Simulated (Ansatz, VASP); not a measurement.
One calculation of MoH4, two programs

```
CELL_PARAMETERS angstrom
2.85646 0.00000 0.00000
-1.42823 2.47377 0.00000
0.00000 0.00000 5.18306
ATOMIC_POSITIONS crystal
H 0.33333 0.66667 0.21826
H 0.33333 0.66667 0.78174
H 0.66667 0.33333 0.21826
H 0.66667 0.33333 0.78174
Mo 0.00000 0.00000 0.00000
```

Change from the starting cell: ordered vacancies on the cation sites of aluminium diboride (P6/mmm, No. 191).

Alike in both runs: task relaxation of cell and atoms; functional PBE; k mesh 18 × 18 × 8; occupations gaussian, width 0.1 eV; no spin polarisation.

|  | VASP | Ansatz |
| --- | --- | --- |
| version | VASP 6.6.1 | Ansatz 0.2.0 |
| potentials or method | VASP PAW PBE potentials, release 64 (H, Mo_sv) | scalar-relativistic, plane waves, PAW |
| plane-wave cutoff (eV) | 600 | 420 |
| valence electrons in the cell | 18 | 18 |

|  | VASP | Ansatz | Ansatz less VASP |
| --- | --- | --- | --- |
| gap on the k mesh at the Fermi level, each at its own relaxed structure (eV) | none | none | - |
| relaxed volume (Å³/atom) | 7.32 | 7.32 | 0.000 |
| relaxed cell length with the largest relative difference (Å) | 2.856 | 2.856 | 0.0000 |

A gap of «none» marks a metal or a gap that the smearing closes.

Caveats: the relaxation stopped at its first step, so nothing moved.
